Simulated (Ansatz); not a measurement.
TaN:

```
CELL_PARAMETERS angstrom
3.05000 0.00000 0.00000
-1.52500 2.64138 0.00000
0.00000 0.00000 4.94000
ATOMIC_POSITIONS crystal
Ta 0.33333 0.66667 0.00000
Ta 0.66667 0.33333 0.50000
N 0.33333 0.66667 0.38500
N 0.66667 0.33333 0.88500
```

```yaml
Program: Ansatz 0.2.0
Task: single point
Functional: PBE
Potentials_or_basis: Ansatz PAW
Cutoff: "420 eV (not typed: the program's choice for these potentials)"
k_mesh: 10 × 10 × 6
Occupations: fermi-dirac, width 0.05 eV
Spin: no spin polarisation
```

On this cell: pressure 137.1 GPa; largest force 2.391 eV/Å; band gap on the k mesh none (metal or under the smearing width).

The same run follows on a disturbed copy (atoms moved at random, drawn with an rms of 0.05 Å):

```
CELL_PARAMETERS angstrom
3.05000 0.00000 0.00000
-1.52500 2.64138 0.00000
0.00000 0.00000 4.94000
ATOMIC_POSITIONS crystal
Ta 0.33436 0.66716 0.00517
Ta 0.65339 0.32095 0.48991
N 0.31934 0.65139 0.38280
N 0.67474 0.32995 0.88397
```

Task: What does the disturbed cell give?

Result: The energy (extrapolated to zero smearing) moves by +20.4 meV/atom; pressure 138.0 GPa; largest force 3.604 eV/Å; band gap on the k mesh none (metal or under the smearing width).

Forces on the atoms (eV/Å):
```
Ta   0.775 -0.385  1.151
Ta   0.149 -0.138  3.439
N   -0.120  0.207 -1.090
N   -0.803  0.316 -3.499
```

Stress tensor (GPa, compression positive):
```
146.30   3.30   2.23
  3.30 147.66  -1.35
  2.23  -1.35 119.94
```

Caveats: a pressure of tens of GPa on the cell as given is suspect, and the run, the potentials or the cell itself is likely at fault (some runs); forces of over 1 eV/Å show positions far from the minimum, so gaps and moduli don't describe the material at rest (some runs); the cell as given lies far from equilibrium (some runs).
